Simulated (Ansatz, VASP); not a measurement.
# LiTi8Te16 in two plane-wave programs, part 2 of 2

Wanted: the spread between two codes on one cell, functional and k mesh. The structure shown is the end of the VASP relaxation below.

VASP 6.6.1 and Ansatz 0.2.0.

So far: The starting structure; VASP: relaxation, PBE.

### 3. Ansatz: single point, PBE

Level of this step: Ansatz beside VASP: Kohn-Sham DFT, plane waves, PBE (Ansatz).

Ansatz runs on its default PAW (the set named soft_2) files.

The same cell, functional, mesh and smearing now go to Ansatz, which takes its cutoff from its data sets.

input.yaml

```yaml
crystal:
  lattice:
    - [7.58779815, 0.0, 0.0]
    - [-3.79389908, 6.57122596, 0.0]
    - [0.0, 0.0, 13.22711167]
  atoms:
    - { symbol: Te, position: [0.16985168, 0.3297829, 0.37571749] }
    - { symbol: Te, position: [0.16644622, 0.33342533, 0.86659379] }
    - { symbol: Te, position: [0.1703456, 0.83919983, 0.37547292] }
    - { symbol: Te, position: [0.16730572, 0.83210255, 0.86635828] }
    - { symbol: Te, position: [0.66036379, 0.32958794, 0.37538317] }
    - { symbol: Te, position: [0.66885898, 0.33433982, 0.86697853] }
    - { symbol: Te, position: [0.66739538, 0.83296068, 0.37240935] }
    - { symbol: Te, position: [0.66730866, 0.83316763, 0.86858431] }
    - { symbol: Te, position: [0.33380142, 0.16645512, 0.12601943] }
    - { symbol: Te, position: [0.33406277, 0.16610079, 0.6299462] }
    - { symbol: Te, position: [0.34022754, 0.66990829, 0.12301058] }
    - { symbol: Te, position: [0.33275747, 0.66604258, 0.63159138] }
    - { symbol: Te, position: [0.83140192, 0.15991843, 0.122992] }
    - { symbol: Te, position: [0.83467116, 0.16779588, 0.63158289] }
    - { symbol: Te, position: [0.83074229, 0.66943161, 0.12297458] }
    - { symbol: Te, position: [0.834208, 0.66572781, 0.63184083] }
    - { symbol: Ti, position: [0.00612401, 0.00193426, 0.99475813] }
    - { symbol: Ti, position: [0.99521404, 0.99646197, 0.50380075] }
    - { symbol: Ti, position: [0.00141748, 0.50007119, 0.99607363] }
    - { symbol: Ti, position: [0.99990884, 0.49973895, 0.5023113] }
    - { symbol: Ti, position: [0.49804371, 0.00290468, 0.99493015] }
    - { symbol: Ti, position: [0.50358313, 0.99716575, 0.50372279] }
    - { symbol: Ti, position: [0.49750456, 0.49450498, 0.99480755] }
    - { symbol: Ti, position: [0.50287011, 0.50474685, 0.50374474] }
    - { symbol: Li, position: [0.00029793, 0.49975114, 0.24934327] }
hamiltonian:
  xc: pbe
  pseudopotentials: { kind: paw }
kpoints:
  mp_grid: { grid: [3, 3, 2] }
scf:
  occupations: { method: methfessel_paxton, width: 0.15 }
  n_extra_bands: 10
output:
  forces: true
  eigenvalues: true
```

The run is started by

```console
ansatz run input.yaml --threads 8 --pin off --max-ram 18432MiB --backend cpu --events-out ev --progress --plain --runs-dir out
```

Numbers of over 12 decimals in the logs are rounded to 6 here.

The log of the run:

```text
scf.n_extra_bands = 10 over 178 filled bands (N_el = 355.0): the run solves 188 bands
Engine: ansatz 0.2.0, aarch64-unknown-linux-gnu
Pseudopotentials: kind: paw
Pseudopotential: Te, paw, valence charge 16, recommended cutoff 420 eV (normal), Te.paw.azcp
Pseudopotential: Ti, paw, valence charge 12, recommended cutoff 420 eV (normal), Ti.paw.azcp
Pseudopotential: Li, paw, valence charge 3, recommended cutoff 420 eV (normal), Li.paw.azcp
Functional definition: PBE
  parameter kappa = 0.804
  parameter beta = 0.066725
  exchange = pbe_x(kappa = kappa, mu = beta*pi^2/3)
  correlation = pbe_c(beta = beta)
Crystal: 25 atoms, lattice volume = 659.519 Å³
Basis set: ecut = 420 eV, 12897 PW (Γ), exchange–correlation on 108×108×180 points (8 copies of the dense FFT grid, shifted against one another)
Bands: 188, of which v1, the nominal top of the filled ones, is band 178 counted from 1 (177 counted from 0)
Symmetry: 1 space group operations
Space group: P1 (ITA 1), of the structure as read, at distance tolerance 8.7e-5 Å
k-points: 10 of 18 (time reversal used)
Non-local potential: Te, projectors of the file, l = 0: 2, l = 1: 2, l = 2: 2, l = 3: 2
Non-local potential: Ti, projectors of the file, l = 0: 3, l = 1: 2, l = 2: 3, l = 3: 1
Non-local potential: Li, projectors of the file, l = 0: 3, l = 1: 2, l = 2: 1
PAW form: soft (Blöchl's): semilocal exchange-correlation on the pseudo side does not see the compensation charge
PAW one-centre angular grid: Te, 590 points (default); XC on 64 Gauss nodes
PAW one-centre angular grid: Ti, 590 points (default); XC on 64 Gauss nodes
PAW one-centre angular grid: Li, 110 points (default); XC on 64 Gauss nodes
Initial density: superposition of atomic densities (neutral atoms: chi_scale 0, normalization atom), corrected by the library's trained network
Initial wavefunctions: pseudopotential atomic-orbital guess
Functional: x = pbe(κ = 0.804, μ = 0.219515), c = pbe(β = 0.066725)
SCF iter   1: F=—  HF=-131899.427607 eV  |F-HF|=—  |Δ(HF+E_count)|=         —  Δρ=2.59e-3  dr2=6.14e-2  ethr=1.77e-3  ⟨swp⟩=5.7  Hψ=7395  notcnv=0
preconditioner: auto → LDOS  [metal: Δε(μ)=0.078 eV  Ē_g=5.226 eV  σ=0.150 eV  W_gap=0.38  n_scr=148 (ndim 8)  ℏωp=16.4 eV  f_vac=0.016  D(μ)=14.82/eV (n_scr^D=98)  β→1.0]
SCF iter   2: F=—  HF=-131899.428400 eV  |F-HF|=—  |Δ(HF+E_count)|=   7.93e-4  S|Δr|=    0.00e0  Δρ=2.36e-3  dr2=7.06e-2  ethr=1.73e-5  ⟨swp⟩=2.0  Hψ=4083  notcnv=0
SCF iter   3: F=—  HF=-131899.419772 eV  |F-HF|=—  |Δ(HF+E_count)|=   8.63e-3  S|Δr|=    0.00e0  Δρ=5.20e-4  dr2=2.59e-3  ethr=1.73e-5  ⟨swp⟩=2.6  Hψ=3354  notcnv=0
SCF iter   4: F=—  HF=-131899.419471 eV  |F-HF|=—  |Δ(HF+E_count)|=   3.01e-4  S|Δr|=    0.00e0  Δρ=1.39e-4  dr2=1.72e-4  ethr=7.29e-7  ⟨swp⟩=2.9  Hψ=3203  notcnv=0
SCF iter   5: F=—  HF=-131899.419425 eV  |F-HF|=—  |Δ(HF+E_count)|=   4.64e-5  S|Δr|=    0.00e0  Δρ=3.03e-5  dr2=5.94e-6  ethr=4.84e-8  ⟨swp⟩=2.0  Hψ=3590  notcnv=0
SCF iter   6: F=—  HF=-131899.419165 eV  |F-HF|=—  |Δ(HF+E_count)|=   2.60e-4  S|Δr|=    0.00e0  Δρ=8.90e-6  dr2=8.14e-7  ethr=1.67e-9  ⟨swp⟩=2.0  Hψ=3607  notcnv=0
SCF iter   7: F=-131899.419165 eV  HF=-131899.419165 eV  |F-HF|=7.39e-9  |Δ(HF+E_count)|=   1.02e-7  S|Δr|=    0.00e0  Δρ=1.86e-6  dr2=1.50e-8  ethr=2.82e-11  ⟨swp⟩=4.8  Hψ=8682  notcnv=0
SCF 1 converged in 7 iterations: F = -131899.419165 eV  dr2 = 1.50e-8
  greatest PAW one-centre occupation: 1.000 electrons in one spin orbital (limit 2), on the Li atom at site 24 (counted from 0), in its partial waves of l = 0
SCF converged after 7 iterations
Stability not checked: this state was not tested for a lower state beside it, because cold or Methfessel-Paxton smearing, or corrected tetrahedra, fill the levels in a way that the test cannot read (fill_not_monotonic; see scf.lower_state_search)
Free energy (F): -131899.419165 eV
Harris-Foulkes:  -131899.419165 eV  (|F-HF|=7.39e-9)
Internal energy: -131899.393717 eV  (E = F + TS)
E sigma→0 (E₀):  -131899.412803 eV
Entropy (-TS):   -0.025448 eV (-1.018 meV/atom)
Fermi energy:    10.050391 eV
Step filling:    the computed levels leave a gap of 0.0004 eV = 0.0 smearing widths at the electron count; against every level under it full and every level over it empty, smearing changes F+E_penalty+E_count by -21.064 meV and its σ→0 estimate by -14.702 meV
--- Per-component energies (eV) ---
  E_band       = -5497.181593
  E_kinetic    = 5089.016011
  E_local      = -28363.453176  (includes V_loc(G=0)·N_el)
  E_nonlocal   = -4927.806305
  E_hartree    = 16415.803470
  E_xc         = -2783.786643
  E_vxc        = -2662.398282  (∫ρ·V_xc dr)
  E_paw        = -83002.875876  (= ΣΔE_a)
  E_vpaw       = -7464.144747  (= ΣTr[D̂ρ^β])
  E_aug_tail   = -0.002004  (compensation charges beyond the density's cutoff)
  E_ewald      = -34326.289192
  E_smearing   = -0.025448  (= −TS)
  E_closure    = 0.000000  (closes the sum)
  Σ components = -131899.419165   (vs F -131899.419165, Δ=0.00e0)
--- Forces (eV/Å), atoms counted from 1 ---
  atom   1  Te    -0.00529207     0.00867767    -0.06625610
  atom   2  Te     0.00427392     0.00658398    -0.04793184
  atom   3  Te    -0.00125377    -0.01349758    -0.05855044
  atom   4  Te    -0.00766106    -0.00472407    -0.02753026
  atom   5  Te     0.02280194     0.01508308    -0.05993706
  atom   6  Te     0.00267354    -0.01361237    -0.06166500
  atom   7  Te    -0.00576472    -0.00452224    -0.02372131
  atom   8  Te     0.00011046     0.00232476    -0.02468892
  atom   9  Te     0.00939520     0.00393690     0.03855425
  atom  10  Te    -0.01134448     0.00686222     0.03216377
  atom  11  Te    -0.00841679    -0.01347168     0.06945574
  atom  12  Te    -0.00513440    -0.01745485     0.06062142
  atom  13  Te    -0.01998743     0.03168852     0.05141857
  atom  14  Te     0.00100190    -0.00337595     0.06939314
  atom  15  Te     0.01766485    -0.01198443     0.05298336
  atom  16  Te     0.00511250    -0.00558169     0.05914829
  atom  17  Ti    -0.01573255    -0.00101559    -0.04720912
  atom  18  Ti     0.00002240     0.01699224     0.02429601
  atom  19  Ti    -0.01516860    -0.00547622    -0.02567244
  atom  20  Ti     0.01356847     0.00265727     0.02789345
  atom  21  Ti     0.01608827    -0.00625032    -0.04840297
  atom  22  Ti    -0.01139120    -0.00167162     0.02179041
  atom  23  Ti     0.01320798     0.01189515    -0.03897185
  atom  24  Ti    -0.00123268    -0.00015579     0.02654809
  atom  25  Li     0.00246055    -0.00390587    -0.00373862
  max |Σ_I F_I| component: 9.43e-6 eV/Å
--- Band table (eV; the first three rows and the last of 10) ---
  k-point 0: bands = [... 174 lower, 9.7666, 10.0329, 10.0434, 10.0444, 10.3272, 10.3780, 10.4039, 10.4041, ... 6 higher]
  k-point 1: bands = [... 174 lower, 9.9399, 9.9408, 9.9767, 9.9960, 9.9983, 10.4072, 10.4075, 10.4109, ... 6 higher]
  k-point 2: bands = [... 174 lower, 9.6520, 9.7159, 10.0288, 10.0399, 10.1224, 10.2934, 10.4625, 10.4836, ... 6 higher]
  k-point 9: bands = [... 174 lower, 9.3885, 9.5822, 9.7782, 9.9131, 10.1740, 10.4170, 10.4608, 10.5056, ... 6 higher]
```

It took 44 s on 8 threads of Arm Neoverse N1, shared host; peak memory 4.6 GiB.

### 4. Comparison

Known differences besides the potentials themselves: the data sets hold 355 valence electrons in Ansatz (default PAW (the set named soft_2) files) and 129 in VASP; the cutoff is 420 eV in Ansatz and 280 eV in VASP (PREC = Normal, projectors in real space). Total energies have different zeros and are not compared.

At this near-relaxed geometry the largest component of a force difference is 64 meV/Å. VASP's last cycles still show a density residual of 6e-03, so its state may not be settled.

### 5. Further runs

Further runs change the set-up of one program: Ansatz's method, potentials or start, or VASP's data sets, cutoff or form of LDA. The table gives Ansatz less VASP for each quantity, since a change that brings one quantity closer may part another.

```
                                    run  r.m.s. force difference (meV/Å)
                               as above                               25
Ansatz's larger PAW set (cutoff 910 eV)                               25
```

### 6. Summary of results

```json
{
 "r.m.s. force difference (single point, PBE)": "25 meV/Å"
}
```

In words: The r.m.s. force difference is 25 meV/Å (single point, PBE), beyond the 12 meV/Å picked in this series as the mark of a large difference. For single point, PBE, no further run moves any of the tabulated differences by more than a quarter of its size. 1 further run of this series is not shown here. How closely two codes agree says nothing of how well the functional describes the real material.

[Lines on the potential files, build, host, timing and source positions are cut from VASP's logs without a mark.]

[Logs are printed without paths, hosts, clocks, repeated set-up lines and the standing remarks that a program may print on its own settings, such as how far it seeks lower states.]

[Hosts, paths, dates, database ids (printed as entryN), source tags and the programs' standing remarks are cut or masked in the printed files.]
